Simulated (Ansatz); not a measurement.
Thermal properties of La₂O₃ from its phonons

Theory: DFT PBE, scalar-relativistic, plane waves, PAW (Ansatz 0.2.0). Plane waves to 420 eV; Γ-centred k mesh 6×6×4; fixed occupations. No spin polarisation. Phonons by linear response, acoustic sum rule imposed.

Relaxed structure:
```
La O
1.0
     3.94037    0.00000    0.00000
    -1.97018    3.41246    0.00000
     0.00000    0.00000    6.18810
La O
2 3
Direct
  0.66667 0.33333 0.75262
  0.33333 0.66667 0.24738
  0.66667 0.33333 0.35472
  0.33333 0.66667 0.64528
  0.00000 0.00000 0.00000
```

It was relaxed at this level from a Materials Project cell. The q mesh is coarse, so values between its points are rough.

Force constants from linear response on a 2×2×1 q mesh, interpolated to a fine mesh.

Question: What is the zero-point energy per atom?

Answer: 45.2 meV.

Question: How large are the vibrational entropy and heat capacity at 300 K?

Answer: S = 3.28 k_B and C_V = 2.62 k_B per atom, 87 % of the Dulong–Petit value.

Question: Tabulate them against temperature.

Answer:
```
T (K)  F_vib (meV/atom)  S (k_B/atom)  C_V (k_B/atom)
  100              42.1          0.99            1.42
  200              27.8          2.28            2.28
  300               3.6          3.28            2.62
  400             -28.1          4.06            2.77
  500             -65.9          4.68            2.85
  600            -108.6          5.21            2.89
  700            -155.4          5.66            2.92
  800            -205.9          6.05            2.94
  900            -259.5          6.39            2.95
 1000            -316.0          6.71            2.96
```
